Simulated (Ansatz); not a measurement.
# MnO: single point with PBE0

Crystal: MnO.

```xyz
2
Lattice="2.9713 -1.7170 0.0000 2.9713 1.7170 0.0000 -1.9846 0.0000 2.8103" Properties=species:S:1:pos:R:3 pbc="T T T"
Mn    1.9788    0.0000    1.4070
O     3.9609    0.0000    0.7007
```

The cell comes from a database or a generator and needn't be the stable form of this composition.

```yaml
Program: Ansatz 0.2.0
Task: single point
Functional: PBE0
Potentials_or_basis: Ansatz PAW
Cutoff: "420 eV (not typed: the program's choice for these potentials)"
k_mesh: 5 × 5 × 5
Occupations: fermi-dirac, width 0.05 eV
Spin: collinear spin, ferromagnetic start
Starting_moments: "[4.0, 0.0] μB"
```

```yaml
Pressure: -5.1 GPa
Band_gap_on_the_k_mesh: 1.09 eV, direct
Net_moment: 5.00 μB per cell
Absolute_moment: 5.00 μB per cell
Site_moments: Mn +4.16; O +0.16 μB
```

Forces on the atoms (eV/Å):
```
Mn   0.002  0.000 -0.002
O   -0.002  0.000  0.002
```

Stress tensor (GPa, compression positive):
```
-5.03  0.00  0.03
 0.00 -5.05  0.00
 0.03  0.00 -5.29
```

Levels at points of the mesh, in eV from the valence-band top:
Spin up:
| k point | band 9 | band 10 | band 11 | band 12 | band 13 | band 14 | band 15 | band 16 | band 17 |
| --- | --- | --- | --- | --- | --- | --- | --- | --- | --- |
| (0.00, 0.00, 0.00) | -3.41 | -3.41 | -0.01 | -0.01 | 0.00 | 1.09 | 14.71 | 14.78 | 14.78 |
Spin down:
| k point | band 4 | band 5 | band 6 | band 7 | band 8 | band 9 | band 10 | band 11 | band 12 | band 13 |
| --- | --- | --- | --- | --- | --- | --- | --- | --- | --- | --- |
| (0.00, 0.00, 0.00) | -46.84 | -19.97 | -3.87 | -3.85 | -3.85 | 2.39 | 5.98 | 5.98 | 7.75 | 7.75 |

Wall time 22 s on 1 × NVIDIA H100 80GB HBM3 with 2 threads of AMD EPYC 7R13 Processor (Zen 3), with other jobs on the host, peak memory 1.7 GiB.

Caveat: the k mesh is coarse (spacing up to 0.45 Å⁻¹), so the values aren't converged, least of all with exact exchange; the magnetic or orbital state may not be the lowest; odd divisions of the mesh miss points on the zone boundary, where band edges often lie, so the gap on the mesh can be too wide; the pressure holds a Pulay correction of +0.4 GPa for the finite cutoff; a cell with one magnetic atom can't hold antiferromagnetic order, which such compounds often take; the PAW data sets come from PBE, with cores solved anew for the run's functional, which leaves a small shift of forces and pressure; the thresholds are loose for stress.
